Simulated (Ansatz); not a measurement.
SiO2:

```
CELL_PARAMETERS angstrom
4.97559 0.00000 0.00000
0.00000 4.97559 0.00000
0.00000 0.00000 6.90089
ATOMIC_POSITIONS crystal
Si 0.80325 0.80325 0.50000
Si 0.69675 0.30325 0.25000
Si 0.30325 0.69675 0.75000
Si 0.19675 0.19675 0.00000
O 0.76176 0.11039 0.43204
O 0.88961 0.23824 0.06796
O 0.11039 0.76176 0.56796
O 0.26176 0.38961 0.81796
O 0.23824 0.88961 0.93204
O 0.73824 0.61039 0.31796
O 0.38961 0.26176 0.18204
O 0.61039 0.73824 0.68204
```

The cell comes from a database or a generator and needn't be the stable form of this composition.

```yaml
Program: Ansatz 0.2.0
Task: relaxation of cell and atoms
Functional: PBE
Dispersion: D3(BJ)
Potentials_or_basis: Ansatz PAW
Cutoff: "420 eV (not typed: the program's choice for these potentials)"
k_mesh: 6 × 6 × 4
Occupations: fermi-dirac, width 0.05 eV
Spin: no spin polarisation
```

At the start: volume 14.24 Å³/atom.

Q: How do energy, volume and symmetry change on relaxing?

A: It ends after 9 steps and the volume is 13.91 Å³/atom (-2.3 %); space group P4_32_12 (No. 96, to 0.05 Å).

The path:
```csv
step,energy change (eV),largest force (eV/Å),volume (Å³)
1,0.0000,0.2838,170.84
2,-0.0195,0.1894,172.03
3,-0.0294,0.0730,173.06
4,-0.0376,0.0422,172.16
5,-0.0604,0.0190,168.11
6,-0.0621,0.0014,167.68
7,-0.0523,0.0013,167.68
8,-0.0553,0.0007,166.89
9,-0.0529,0.0006,166.89
```

Final structure:
```
CELL_PARAMETERS angstrom
4.94558 0.00000 0.00000
0.00000 4.94558 0.00000
0.00000 0.00000 6.82350
ATOMIC_POSITIONS crystal
Si 0.80938 0.80938 0.50000
Si 0.69062 0.30938 0.25000
Si 0.30938 0.69062 0.75000
Si 0.19062 0.19062 0.00000
O 0.76504 0.12410 0.43940
O 0.87590 0.23496 0.06060
O 0.12410 0.76504 0.56060
O 0.26504 0.37590 0.81060
O 0.23496 0.87590 0.93940
O 0.73496 0.62410 0.31060
O 0.37590 0.26504 0.18940
O 0.62410 0.73496 0.68940
```

Caveat: the plane-wave basis is chosen anew once the cell has moved, so the energies of steps on either side of that aren't comparable; the pressure holds a Pulay correction of +0.6 GPa for the finite cutoff.
